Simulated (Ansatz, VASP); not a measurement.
# Zn in VASP and in Ansatz

Contents of INCAR:

```
SYSTEM = Zn
PREC = Accurate
ENCUT = 520
EDIFF = 1E-7
ISMEAR = -1
SIGMA = 0.05
LREAL = .False.
LASPH = .True.
NELM = 100
ALGO = Normal
ISIF = 2
LWAVE = .False.
LCHARG = .False.
GGA = PS
NBANDS = 19
```

Contents of KPOINTS:

```
Automatic mesh
0
Gamma
  11 11 6
  0 0 0
```

The input POSCAR:

```
Zn
1.0
    2.7223662359      0.0000000000      0.0000000000
   -1.3611831179      2.3576383187      0.0000000000
    0.0000000000      0.0000000000      5.0633972761
Zn
2
Direct
    0.6666666667      0.3333333333      0.7500000000
    0.3333333333      0.6666666667      0.2500000000
```

The input input.yaml:

```yaml
crystal:
  lattice:
    - [2.7223662359, 0.0, 0.0]
    - [-1.3611831179, 2.3576383187, 0.0]
    - [0.0, 0.0, 5.0633972761]
  atoms:
    - { symbol: Zn, position: [0.6666666667, 0.3333333333, 0.75] }
    - { symbol: Zn, position: [0.3333333333, 0.6666666667, 0.25] }
hamiltonian:
  xc: pbesol
  pseudopotentials: { kind: paw }
kpoints:
  mp_grid: { grid: [11, 11, 6] }
scf:
  occupations: { method: fermi_dirac, width: 0.05 }
output:
  forces: true
  stress: true
  eigenvalues: true
```

Change from the starting cell: volume scaled by 1.06.

Alike in both runs: task single point; functional PBEsol; k mesh 11 × 11 × 6; occupations fermi-dirac, width 0.05 eV; no spin polarisation.

|  | VASP | Ansatz |
| --- | --- | --- |
| version | VASP 6.6.1 | Ansatz 0.2.0 |
| potentials or method | VASP PAW PBE potentials, release 64 (Zn) | Ansatz PAW |
| plane-wave cutoff (eV) | 520 | 420 |
| valence electrons in the cell | 24 | 24 |

```csv
,VASP,Ansatz,Ansatz less VASP
gap on the k mesh at the Fermi level (eV),none,none,-
pressure (GPa),-8.4,-8.6,-0.26
largest component of the traceless stress (GPa),0.91,1.02,+0.112
```

A gap of «none» marks a metal or a gap that the smearing closes.

Caveats: the PAW data sets were made with another functional, which shifts forces and pressure a little (VASP); the PAW data sets come from PBE, with cores solved anew for the run's functional, which leaves a small shift of forces and pressure (Ansatz).
